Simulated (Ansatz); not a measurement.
Base system: CsBr in the CsCl type structure (space group Pm-3m, No. 221; a = 4.2420 Å). Axes: x, y, z lie along the cube axes.

Calculations: PBEsol in Ansatz (plane waves to 420 eV, PAW, no SOC).

Base values:

| Property | Result |
|---|---|
| Electron mass | 0.29 mₑ (at Γ) |
| Valence-band top at Γ | 0.00, 0.00, 0.00 eV |
| Band gap | 4.45 eV |

Now apply this change: compressive biaxial strain of 2.33 % in the plane normal to [001], as in epitaxy on a mismatched substrate; the out-of-plane cell vector and the atoms relax.

**Question.** What does the calculation give for the in-plane stress, electron mass, valence-band top at Γ, ratio −ε⊥/ε∥ and band gap after the change?

**Answer.** The mean in-plane stress (compression positive) comes out as +0.9 GPa; the electron mass changes from 0.29 mₑ (at Γ) to 0.28 mₑ out of plane, 0.36 mₑ in plane (at Γ); the valence-band top at Γ (three highest levels, from the VBM) becomes 0.00, 0.00, -0.14 eV (base: 0.00, 0.00, 0.00 eV); the ratio −ε⊥/ε∥ is 0.59; the band gap grows by 0.02 eV (4.45 eV → 4.47 eV).

Effective masses come from finite differences of ±0.01 Å⁻¹. Whether these cells are dynamically stable was not tested.

Ansatz is a first-principles code.
